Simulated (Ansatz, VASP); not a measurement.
**MoH5: VASP beside Ansatz**

```
H Mo
1.0
     3.02932    0.00000    0.00000
     0.00000    3.02932    0.00000
     0.00000    0.00000    3.46101
H Mo
5 1
Direct
  0.00000 0.50000 0.50000
  0.50000 0.00000 0.50000
  0.00000 0.00000 0.86277
  0.00000 0.00000 0.13723
  0.50000 0.50000 0.50000
  0.50000 0.50000 0.00000
```

Alike in both runs: functional PBE; k mesh 6 × 6 × 6; occupations gaussian, width 0.1 eV; no spin polarisation.

Ansatz relaxed the structure, and its values are those at the end. VASP's run is a single point on that final structure, the one shown.

|  | VASP | Ansatz |
| --- | --- | --- |
| version | VASP 6.6.1 | Ansatz 0.2.0 |
| potentials or method | VASP PAW PBE potentials, release 64 (H, Mo_sv) | scalar-relativistic, plane waves, PAW |
| plane-wave cutoff (eV) | 520 | 420 |
| valence electrons in the cell | 19 | 19 |

```csv
,VASP,Ansatz,Ansatz less VASP
gap on the k mesh at the Fermi level (eV),none,none,-
pressure (GPa),0.1,0.1,+0.05
```

A gap of «none» marks a metal or a gap that the smearing closes. With one functional, cell and mesh, what is left measures potentials, basis and numerics.
